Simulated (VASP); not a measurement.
# Ni: single point with RPBE

Ni:

```
Ni
1.0
     0.00000    1.73757    1.73757
     1.73757    0.00000    1.73757
     1.73757    1.73757    0.00000
Ni
1
Direct
  0.00000 0.00000 0.00000
```

```yaml
Program: VASP 6.6.1
Task: single point
Functional: RPBE
Potentials_or_basis: VASP PAW PBE potentials, release 64 (Ni)
Cutoff: 520 eV
k_mesh: 13 × 13 × 13
Occupations: gaussian, width 0.05 eV
Spin: collinear spin, ferromagnetic start
Starting_moments: "[1.0] μB"
Further_INCAR_settings: ALGO = Normal; EDIFF = 1.00e-06; NBANDS = 15
```

* Pressure: 13.9 GPa
* Band gap on the k mesh: none (metal or under the smearing width)
* Net moment: 0.62 μB per cell
* Site moments: Ni +0.63 μB
* Valence electrons inside the program's atomic spheres: Ni 9.37

Levels at points of the mesh, in eV from the Fermi level:
Spin up:
| k point | band 2 | band 3 | band 4 | band 5 | band 6 | band 7 | band 8 | band 9 |
| --- | --- | --- | --- | --- | --- | --- | --- | --- |
| (0.00, 0.00, 0.00) | -2.56 | -2.56 | -2.56 | -1.31 | -1.31 | 23.98 | 28.19 | 28.19 |
Spin down:
```
           k point  band 1  band 2  band 3  band 4  band 5  band 6  band 7  band 8  band 9  band 10
(0.00, 0.00, 0.00)   -9.32   -1.78   -1.78   -1.78   -0.73   -0.73   23.79   28.14   28.14    28.14
```

Wall time 16 s on 1 thread of AMD EPYC 9R45 (Zen 5), with other jobs on the host, peak memory 0.1 GiB.

Caveat: the PAW data sets were made with another functional, which shifts forces and pressure a little.
